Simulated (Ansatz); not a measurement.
# CoSn: do energies and stresses tell the same story?

Method: DFT PBEsol, scalar-relativistic, plane waves, PAW (Ansatz 0.2.0).

Settings: cutoff 420 eV, Γ-centred mesh 12×12×8 on the computed 6-atom cell, Gaussian smearing of 0.10 eV; no spin polarisation.

Relaxed cell: P6/mmm, a = 5.220 Å, b = 5.220 Å, c = 4.168 Å, α = 90.00°, β = 90.00°, γ = 120.00°, 6 atoms in the primitive cell. Whether it is the stable form of this composition wasn't checked.

Energies at zero smearing and pressures from the stress tensor, at volumes with shape and atoms relaxed:
```csv
V (Å³/atom),E − E(first) (meV/atom),P (GPa)
14.426,0.00,25.29
14.917,-64.85,17.22
15.409,-106.99,10.45
15.901,-130.04,4.76
16.393,-137.07,-0.02
16.884,-130.62,-4.03
17.376,-112.87,-7.40
18.032,-74.74,-11.05
```

Check P = −dE/dV between neighbouring volumes, and get the bulk modulus from the pressures alone.

With 1 eV/Å³ = 160.2 GPa:
```tsv
middle V (Å³/atom)	−ΔE/ΔV (GPa)	mean P (GPa)
14.671	21.126	21.255
15.163	13.729	13.837
15.655	7.511	7.607
16.147	2.289	2.373
16.639	-2.099	-2.024
17.130	-5.784	-5.715
17.704	-9.317	-9.226
```

The two differ by 0.13 GPa at most. The mean of two end pressures misses the average over a step by about ΔV² P″/12, up to 0.12 GPa here; with that taken off 0.02 GPa remains. Around V = 16.393 Å³/atom, the two neighbours give B = −V ΔP/ΔV = 16.393 × 8.79 / 0.984 = 146.6 GPa, against B0 = 145.9 GPa from the Birch–Murnaghan fit of the energies.

A ferromagnetic start lost its moments in a first run, so spin was left out; other magnetic orders weren't tried.